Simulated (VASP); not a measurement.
**A VASP 6.6.1 single-point calculation on CaO**

INCAR

```
ISIF = 2
NELM = 61
PREC = Accurate
SIGMA = 0.02
GGA = PE
NBANDS = 15
AMIX = 1.5
ENCUT = 520
IBRION = -1
BMIX = 0.0001
LREAL = .FALSE.
LASPH = .TRUE.
EDIFF = 1E-7
ISMEAR = -1
LWAVE = .FALSE.
NSW = 0
IMIX = 1
LCHARG = .FALSE.
```

KPOINTS

```
KPOINTS created by Atomic Simulation Environment
0
Gamma
10 10 10
0 0 0
```

POSCAR

```
Ca O
 1.0000000000000000
     0.0000000000000000    2.4934521181000000    2.4934521181000000
     2.4934521181000000    0.0000000000000000    2.4934521181000000
     2.4934521181000000    2.4934521181000000    0.0000000000000000
 Ca  O
   1   1
Cartesian
  0.0000000000000000  0.0000000000000000  0.0000000000000000
  2.4934521181000004  2.4934521181000004  2.4934521181000004
```

The recommended PBE PAW datasets give the neutral cell 16 valence electrons.

Command

```
mpirun -np 1 vasp_std
```

OSZICAR

```
N       E                     dE             d eps       ncg     rms          rms(c)
DAV:   1     0.123401085015E+03    0.12340E+03   -0.83411E+03  1410   0.107E+03
DAV:   2    -0.900759927674E+01   -0.13241E+03   -0.12359E+03  1818   0.283E+02
DAV:   3    -0.143202529489E+02   -0.53127E+01   -0.52762E+01  1726   0.590E+01
DAV:   4    -0.144607103086E+02   -0.14046E+00   -0.14039E+00  1960   0.850E+00
DAV:   5    -0.144616517149E+02   -0.94141E-03   -0.94140E-03  1663   0.704E-01    0.859E+00
DAV:   6    -0.526305945404E+02   -0.38169E+02   -0.12366E+02  1510   0.957E+01    0.419E+01
DAV:   7    -0.566600196934E+03   -0.51397E+03   -0.36759E+03  2706   0.399E+02    0.109E+02
DAV:   8    -0.292618186305E+04   -0.23596E+04   -0.29674E+04  2095   0.111E+03    0.191E+02
DAV:   9    -0.518703483268E+04   -0.22609E+04   -0.49314E+04  2286   0.937E+02    0.234E+02
DAV:  10    -0.669362304464E+04   -0.15066E+04   -0.59693E+04  2679   0.925E+02    0.263E+02
...
DAV:  53    -0.804792168142E+04    0.21903E+02   -0.64238E+04  2554   0.823E+02    0.284E+02
DAV:  54    -0.793196498358E+04    0.11596E+03   -0.64324E+04  2673   0.880E+02    0.283E+02
DAV:  55    -0.806898173636E+04   -0.13702E+03   -0.64050E+04  2631   0.826E+02    0.284E+02
DAV:  56    -0.810882595128E+04   -0.39844E+02   -0.67089E+04  2743   0.933E+02    0.286E+02
DAV:  57    -0.817287678767E+04   -0.64051E+02   -0.64337E+04  2659   0.819E+02    0.286E+02
DAV:  58    -0.818421988887E+04   -0.11343E+02   -0.67521E+04  2743   0.953E+02    0.287E+02
DAV:  59    -0.820563910694E+04   -0.21419E+02   -0.64780E+04  2659   0.829E+02    0.287E+02
DAV:  60    -0.817866150539E+04    0.26978E+02   -0.67270E+04  2778   0.946E+02    0.287E+02
DAV:  61    -0.821426336468E+04   -0.35602E+02   -0.64299E+04  2631   0.816E+02
   1 F= -.82142634E+04 E0= -.82142630E+04  d E =-.702314E-03
```

Standard output (part)

```
POSCAR found type information on POSCAR CaO
 POSCAR found :  2 types and       2 ions
 LDA part: xc-table for (Slater+PW92), standard interpolation
 POSCAR, INCAR and KPOINTS ok, starting setup
 WAVECAR not read
 entering main loop
|     The electronic self-consistency was not achieved in the given           |
|     number of steps (NELM). The forces and other quantities evaluated       |
|     might not be reliable so examine the results carefully. If you find     |
|     spurious results, we suggest increasing NELM, if you were close to      |
|     convergence or switching to a different ALGO or adjusting the           |
|     density mixing parameters otherwise.                                    |
```

It didn't converge.

The fault: mixing far too strong.

The run took about 100 s on one core of a shared host (Intel Xeon Platinum 8488C) and held 0.17 GiB at most.
